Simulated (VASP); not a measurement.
# MgS under changes of volume

One of the cells (23.123 Å³/atom); the others are scaled copies at fixed shape and fractional positions:

```
S Mg
1.0
     4.06134    0.00000    0.00000
    -2.03067    3.51723    0.00000
     0.00000    0.00000    6.47489
S Mg
2 2
Direct
  0.66667 0.33333 0.87924
  0.33333 0.66667 0.37924
  0.33333 0.66667 0.99575
  0.66667 0.33333 0.49575
```

The cell comes from a database or a generator and needn't be the stable form of this composition.

```yaml
Program: VASP 6.6.1
Functional: PBEsol
Potentials_or_basis: VASP PAW PBE potentials, release 64 (S, Mg)
Cutoff: 520 eV
k_mesh: 8 × 8 × 4
Occupations: fermi-dirac, width 0.05 eV
Spin: no spin polarisation
```

```csv
volume (Å³/atom),energy over the lowest point (meV/atom),pressure (GPa),gap on the mesh (eV),largest force (eV/Å)
21.309,?,?,?,?
21.763,4.17,2.1,3.47,0.040
22.216,0.00,0.8,3.37,0.043
23.123,2.02,-1.5,3.18,0.047
23.576,7.54,-2.5,3.08,0.049
24.030,15.69,-3.3,3.00,0.051
```

Problem. What does the run at 21.309 Å³/atom give?

Solution. Energy over the lowest point 12.29 meV/atom; pressure 3.6 GPa; gap on the mesh 3.58 eV; largest force 0.037 eV/Å.

Worked out: A Birch-Murnaghan fit of order 3 (a polynomial in V^(-2/3)) to the other rows has its minimum at 22.52 Å³/atom with B0 = V·E''(V) = 58 GPa and B' = 4.2 at fixed shape and positions, which overstates the stiffness. It gives 12.33 meV/atom at 21.309 Å³/atom, against the run's 12.29, and -dE/dV = 3.6 GPa, against 3.6. A straight line through the other rows of the gap, of slope -4.78 eV per unit of ln V (its deformation potential), extrapolates to 3.57 eV, against the run's 3.58.

Energies are extrapolated to zero smearing.

Caveats: the PAW data sets were made with another functional, which shifts forces and pressure a little.
